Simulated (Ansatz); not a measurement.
We consider wurtzite InN, described by r²SCAN (plane waves, PAW; Ansatz, a quantum-chemistry and plane-wave program).

Settings: plane-wave cutoff 560 eV, 12×12×6 k mesh (along the axes of the cell as run), Fermi–Dirac smearing 0.01 eV, scalar-relativistic PAW data made under PBE.

Shape and atoms are relaxed at each volume.

Pressure at four volumes; x = ln(V/15.591 Å³). One pressure is withheld.

| V (Å³/atom) | x | P (GPa) |
|---|---|---|
| 14.967 | -0.0408 | 6.28 |
| 15.591 | 0.0000 | 0.00 |
| 15.903 | 0.0198 | -2.64 |
| 16.214 | 0.0392 | ? |

Question: Pass a parabola P(x) through the three rows shown, estimate the bulk modulus and its pressure derivative near zero pressure, and predict the withheld pressure.

Answer: Slopes between the rows: (0.00 − (6.28))/(0.0000 − (-0.0408)) = -153.92 and (-2.64 − (0.00))/(0.0198 − (0.0000)) = -133.33 GPa. Their difference over the span 0.0606 is c = 20.59/0.0606 = 339.8 GPa, so P(x) = 6.28 + (-153.92)(x − (-0.0408)) + 339.8 (x − (-0.0408))(x − (0.0000)). At the middle row B = −dP/dx = −[-153.92 + 339.8 × 0.0408] = 140.1 GPa, and B′ = dB/dP = 2c/B = 4.9. At x = 0.0392 the parabola gives -4.97 GPa; the run gives -5.01 GPa. The Birch–Murnaghan fit to the energies at all volumes has B0 = 140 GPa and B′ = 4.6.

Measured, for comparison: bulk modulus 126 GPa (room temperature, no zero-point or thermal correction; as tabulated in Phys. Rev. B 49, 14 (GaN and InN under pressure), abstract). Computed less measured: bulk modulus +11 %.

Spin–orbit coupling is not included.
